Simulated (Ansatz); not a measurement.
# PtS2 (P-3m1) in Ansatz: convergence with scf convergence dr2 threshold

Aim: find how far scf convergence dr2 threshold must go before the results for PtS2 settle, at LDA. This setting moves, with any that are tied to it; all else stays.

All numbers are computed with Ansatz 0.2.0; they aren't measurements. Logs are shortened: lines on timing, memory, paths and dates and some standing lists are left out, and cuts for length are marked.

## Step 1: The crystal as given

It takes space group P-3m1 (No. 164, trigonal). The conventional cell has a = 3.543 Å, b = 3.543 Å, c = 5.039 Å, α = 90.00°, β = 90.00°, γ = 120.00°. Around Pt (site symmetry -3m) lie 6 S at 2.34 Å. Around S (site symmetry 3m) lie 3 Pt at 2.34 Å.

## Step 2: With scf convergence dr2 threshold 0.01

File input.yaml:

```yaml
crystal:
  lattice:
    - [3.5432, 0.0, 0.0]
    - [-1.7716, 3.0685012107, 0.0]
    - [0.0, 0.0, 5.0388]
  atoms:
    - { symbol: Pt, position: [0.0, 0.0, 0.0] }
    - { symbol: S, position: [0.6666666667, 0.3333333333, 0.773] }
    - { symbol: S, position: [0.3333333333, 0.6666666667, 0.227] }
hamiltonian:
  xc: lda
  pseudopotentials: { kind: paw }
kpoints:
  mp_grid: { grid: [7, 7, 5] }
scf:
  occupations: { method: cold, width: 0.05 }
  convergence: { dr2_threshold: 0.01 }
output:
  forces: true
  stress: true
  eigenvalues: true
```

Potentials or basis: Ansatz PAW.

Run with:

```sh
$ ansatz run input.yaml --threads 2 --pin off --max-ram 5632MiB --backend cpu --events-out ev --progress --plain --runs-dir out
```

The log of the run:

```text
Warning: scf.convergence.dr2_threshold = 1e-2 eV is looser than this run's default, which is 1e-7 eV or tighter. The error in the forces grows as the threshold's square root, so leave the key out unless less accurate forces are enough
Warning: output.stress: scf.convergence.dr2_threshold = 1e-2 eV is looser than the 3e-10 eV advised for a printed stress (1e-10 eV for each atom of the cell: 3). What an SCF threshold leaves in a stress goes as its square root, and in the free energy as the threshold itself, and one threshold admits the most on a small cell: of the crystals measured, under no hybrid functional and no lock of the moments, on runs that ended without the residual-converged pass, on stresses that held no estimate of that error, the worst erred by over 100 MPa in a component at 1e-7 eV an atom and by under 5 at 1e-10. Set scf.convergence.dr2_threshold to 3e-10 eV or tighter. The threshold is an SCF's pass mark: one that does not reach it within its budget of iterations ends unconverged, or closes short of it on a stop that the run arms, and scf.convergence.dr2_threshold's page says what that costs each kind of run
Warning: RAYON_NUM_THREADS=2 ignored (pool sized by the plan → 2); use --threads N
Engine: ansatz 0.2.0, x86_64-unknown-linux-gnu
Pseudopotentials: kind: paw
Pseudopotential: Pt, paw, valence charge 18, recommended cutoff 420 eV (normal), Pt.paw.azcp
Pseudopotential: S, paw, valence charge 6, recommended cutoff 420 eV (normal), S.paw.azcp
Functional definition: SPW92
  exchange = slater_x
  correlation = pw_c
Crystal: 3 atoms, lattice volume = 54.783 Å³
Basis set: ecut = 420 eV, 1043 PW (Γ)
Bands: 19, of which v1, the nominal top of the filled ones, is band 15 counted from 1 (14 counted from 0)
Symmetry: 12 space group operations
Space group: P-3m1 (ITA 164), of the structure as read, at distance tolerance 3.8e-5 Å
k-points: 32 of 245
Non-local potential: Pt, projectors of the file, l = 0: 3, l = 1: 2, l = 2: 2, l = 3: 1
Non-local potential: S, projectors of the file, l = 0: 2, l = 1: 2, l = 2: 2
PAW form: soft (Blöchl's): semilocal exchange-correlation on the pseudo side does not see the compensation charge
PAW frozen core: Pt, regenerated for the run's functional, and the local potential with it (the file was generated under x = pbe(κ = 0.804, μ = 0.2195149727645171), c = pbe(β = 0.06672455060314922))
PAW frozen core: S, regenerated for the run's functional, and the local potential with it (the file was generated under x = pbe(κ = 0.804, μ = 0.2195149727645171), c = pbe(β = 0.06672455060314922))
PAW one-centre angular grid: Pt, 590 points (default); XC on 64 Gauss nodes
PAW one-centre angular grid: S, 110 points (default); XC on 64 Gauss nodes
Initial density: superposition of atomic densities (neutral atoms: chi_scale 0, normalization atom), corrected by the library's trained network
[... 15 lines left out ...]
Step filling:    the computed levels leave a gap of 0.7653 eV = 15.3 smearing widths at the electron count; against every level under it full and every level over it empty, smearing changes F+E_penalty+E_count by +1.44e-29 meV and its σ→0 estimate by -1.70e-26 meV
--- Per-component energies (eV) ---
  E_band       = -328.288254
  E_kinetic    = 855.521937
  E_local      = -3150.669619  (includes V_loc(G=0)·N_el)
  E_nonlocal   = 264.149003
  E_hartree    = 1244.375476
  E_xc         = -454.498539
  E_vxc        = -480.303822  (∫ρ·V_xc dr)
  E_paw        = -10314.744199  (= ΣΔE_a)
  E_vpaw       = -305.624416  (= ΣTr[D̂ρ^β])
  E_aug_tail   = 0.000161  (compensation charges beyond the density's cutoff)
  E_ewald      = -2430.204375
  E_core_change = 0.770265  (= ΣΔE_core)
  E_smearing   = 0.000000  (= −TS)
  E_closure    = -0.000000  (closes the sum)
  Σ components = -13985.299891   (vs F -13985.299891, Δ=0.00e0)
--- Forces (eV/Å), atoms counted from 1 ---
  atom   1  Pt    -0.00000000    -0.00000000     0.00000000
  atom   2  S      0.00000000    -0.00000000    -0.81057547
  atom   3  S     -0.00000000     0.00000000     0.81057547
  max |Σ_I F_I| component: 4.63e-18 eV/Å
--- Stress (GPa, compression-positive) ---
        3.734292       0.000000       0.000000
        0.000000       3.734292       0.000000
        0.000000       0.000000       3.478013
  P = ⅓ Tr σ = 3.6489 GPa (36.489 kbar)
--- Band table (eV; the first three rows and the last of 32) ---
  k-point 0: bands = ["-88.9192", "-43.0985", "-43.0985", "-42.9123", "-4.8482", "-1.5293", "3.6251", "3.6251", "3.7704", "6.7018", "6.7018", "8.9248", "9.5951", "9.5951", "10.5870", "13.1632", "13.1632", "15.3470", "16.2056"]
  k-point 1: bands = ["-88.9192", "-43.0986", "-43.0986", "-42.9123", "-4.7626", "-1.7765", "3.6318", "3.6318", "4.1775", "6.6935", "6.6935", "8.7640", "9.5283", "9.5283", "10.2572", "13.3225", "13.3225", "15.4538", "16.8416"]
  k-point 2: bands = ["-88.9192", "-43.0985", "-43.0985", "-42.9123", "-4.6007", "-2.1677", "3.6428", "3.6428", "4.9252", "6.6806", "6.6806", "8.2796", "9.4254", "9.4254", "9.8820", "13.5948", "13.5948", "15.9126", "17.7057"]
  k-point 31: bands = ["-88.9188", "-43.1178", "-43.1117", "-42.9091", "-2.5830", "-2.5121", "3.7469", "4.0856", "4.6861", "6.0849", "6.2167", "7.2329", "7.5101", "8.6515", "9.1222", "12.5369", "12.9392", "17.4512", "17.9045"]
```

It took 2 s on 2 threads of Intel Xeon at 2.50GHz (Skylake/Cascade Lake), shared host; peak memory 0.34 GiB.

Results:

```
Free energy            : -13985.2999 eV
Pressure               : 3.6 GPa
Largest force          : 0.811 eV/Å
Band gap on the k mesh : 0.77 eV, indirect (least direct gap 1.03 eV)
```

## Step 3: With scf convergence dr2 threshold 0.001

input.yaml, as its differences from that of step 2:

```diff
@@ -16,3 +16,3 @@
   occupations: { method: cold, width: 0.05 }
-  convergence: { dr2_threshold: 0.01 }
+  convergence: { dr2_threshold: 0.001 }
 output:
```

Potentials or basis: Ansatz PAW.

Run with:

```sh
$ ansatz run input.yaml --threads 2 --pin off --max-ram 5632MiB --backend cpu --events-out ev --progress --plain --runs-dir out
```

Run time: 2.2 s. Hardware: 2 threads of Intel Xeon at 2.50GHz (Skylake/Cascade Lake), shared host; peak memory 0.34 GiB.

What came out:

```
Free energy            : -13985.3006 eV
Pressure               : 3.7 GPa
Largest force          : 0.813 eV/Å
Band gap on the k mesh : 0.76 eV, indirect (least direct gap 1.03 eV)
```

## Step 4: With scf convergence dr2 threshold 0.0001

input.yaml, as its differences from that of step 3:

```diff
@@ -16,3 +16,3 @@
   occupations: { method: cold, width: 0.05 }
-  convergence: { dr2_threshold: 0.001 }
+  convergence: { dr2_threshold: 0.0001 }
 output:
```

Run with:

```sh
$ ansatz run input.yaml --threads 2 --pin off --max-ram 5632MiB --backend cpu --events-out ev --progress --plain --runs-dir out
```

Run time: 2.2 s. Hardware: 2 threads of Intel Xeon at 2.50GHz (Skylake/Cascade Lake), shared host; peak memory 0.34 GiB.

Results:

* Free energy: -13985.3009 eV
* Pressure: 3.6 GPa
* Largest force: 0.807 eV/Å
* Band gap on the k mesh: 0.77 eV, indirect (least direct gap 1.04 eV)

## Step 5: With scf convergence dr2 threshold 1e-05

input.yaml, as its differences from that of step 4:

```diff
@@ -16,3 +16,3 @@
   occupations: { method: cold, width: 0.05 }
-  convergence: { dr2_threshold: 0.0001 }
+  convergence: { dr2_threshold: 1.0e-05 }
 output:
```

Run with:

```sh
$ ansatz run input.yaml --threads 2 --pin off --max-ram 5632MiB --backend cpu --events-out ev --progress --plain --runs-dir out
```

Wall time 2.3 s (2 threads of Intel Xeon at 2.50GHz (Skylake/Cascade Lake), shared host); peak memory 0.34 GiB.

What came out:

```
Free energy            : -13985.3009 eV
Pressure               : 3.6 GPa
Largest force          : 0.808 eV/Å
Band gap on the k mesh : 0.77 eV, indirect (least direct gap 1.04 eV)
```

## Step 6: With scf convergence dr2 threshold 1e-06

input.yaml, as its differences from that of step 5:

```diff
@@ -16,3 +16,3 @@
   occupations: { method: cold, width: 0.05 }
-  convergence: { dr2_threshold: 1.0e-05 }
+  convergence: { dr2_threshold: 1.0e-06 }
 output:
```

Potentials or basis: Ansatz PAW.

Run with:

```sh
$ ansatz run input.yaml --threads 2 --pin off --max-ram 5632MiB --backend cpu --events-out ev --progress --plain --runs-dir out
```

It took 2.3 s on 2 threads of Intel Xeon at 2.50GHz (Skylake/Cascade Lake), shared host; peak memory 0.34 GiB.

Results (log left out):

```
Free energy            : -13985.3009 eV
Pressure               : 3.6 GPa
Largest force          : 0.807 eV/Å
Band gap on the k mesh : 0.77 eV, indirect (least direct gap 1.04 eV)
```

## Step 7: With scf convergence dr2 threshold 1e-07

input.yaml, as its differences from that of step 6:

```diff
@@ -16,3 +16,3 @@
   occupations: { method: cold, width: 0.05 }
-  convergence: { dr2_threshold: 1.0e-06 }
+  convergence: { dr2_threshold: 1.0e-07 }
 output:
```

Run with:

```sh
$ ansatz run input.yaml --threads 2 --pin off --max-ram 5632MiB --backend cpu --events-out ev --progress --plain --runs-dir out
```

Run time: 2.5 s. Hardware: 2 threads of Intel Xeon at 2.50GHz (Skylake/Cascade Lake), shared host; peak memory 0.34 GiB.

It converged, with:

* Free energy: -13985.3009 eV
* Pressure: 3.6 GPa
* Largest force: 0.807 eV/Å
* Band gap on the k mesh: 0.77 eV, indirect (least direct gap 1.04 eV)

## Step 8: With scf convergence dr2 threshold 1e-09

input.yaml, as its differences from that of step 7:

```diff
@@ -16,3 +16,3 @@
   occupations: { method: cold, width: 0.05 }
-  convergence: { dr2_threshold: 1.0e-07 }
+  convergence: { dr2_threshold: 1.0e-09 }
 output:
```

Run with:

```sh
$ ansatz run input.yaml --threads 2 --pin off --max-ram 5632MiB --backend cpu --events-out ev --progress --plain --runs-dir out
```

It took 2.7 s on 2 threads of Intel Xeon at 2.50GHz (Skylake/Cascade Lake), shared host; peak memory 0.33 GiB.

It converged, with:

```
Free energy            : -13985.3009 eV
Pressure               : 3.6 GPa
Largest force          : 0.807 eV/Å
Band gap on the k mesh : 0.77 eV, indirect (least direct gap 1.04 eV)
```

## Step 9: With scf convergence dr2 threshold 1e-11

input.yaml, as its differences from that of step 8:

```diff
@@ -16,3 +16,3 @@
   occupations: { method: cold, width: 0.05 }
-  convergence: { dr2_threshold: 1.0e-09 }
+  convergence: { dr2_threshold: 1.0e-11 }
 output:
```

Potentials or basis: Ansatz PAW.

Run with:

```sh
$ ansatz run input.yaml --threads 2 --pin off --max-ram 5632MiB --backend cpu --events-out ev --progress --plain --runs-dir out
```

Wall time 2.8 s (2 threads of Intel Xeon at 2.50GHz (Skylake/Cascade Lake), shared host); peak memory 0.34 GiB.

The run converged. Its results:

```yaml
Free_energy: -13985.3009 eV
Pressure: 3.6 GPa
Largest_force: 0.807 eV/Å
Band_gap_on_the_k_mesh: 0.77 eV, indirect (least direct gap 1.04 eV)
```

## Step 10: Result

```csv
scf convergence dr2 threshold,"energy less the tightest run, at zero smearing (meV/atom)",pressure (GPa),largest force (eV/Å),gap on the mesh (eV),SCF cycles,CPU time (s),peak memory (GiB)
0.01,0.34,3.65,0.811,0.765,2,3.3,0.34
0.001,0.11,3.66,0.813,0.761,3,3.6,0.34
0.0001,0.00,3.61,0.807,0.767,4,3.5,0.34
1e-05,0.00,3.61,0.808,0.767,5,3.6,0.34
1e-06,0.00,3.61,0.807,0.767,6,3.7,0.34
1e-07,0.00,3.61,0.807,0.767,7,3.8,0.34
1e-09,0.00,3.61,0.807,0.767,8,3.9,0.33
1e-11,0.00,3.61,0.807,0.767,10,4.4,0.34
```

Against the tightest run, the energy stays within 1 meV/atom from 0.01 on; the pressure stays within 0.1 GPa from 0.01 on; the largest force stays within 0.005 eV/Å from 0.0001 on; the gap on the mesh stays within 0.01 eV from 0.01 on. The tightest run that finished is the yardstick and may itself not be fully converged.

Caveats: odd divisions of the mesh miss points on the zone boundary, where band edges often lie, so the gap on the mesh can be too wide; spin-orbit coupling is left out, which moves the levels of the heavy elements; the PAW data sets come from PBE, with cores solved anew for the run's functional, which leaves a small shift of forces and pressure.
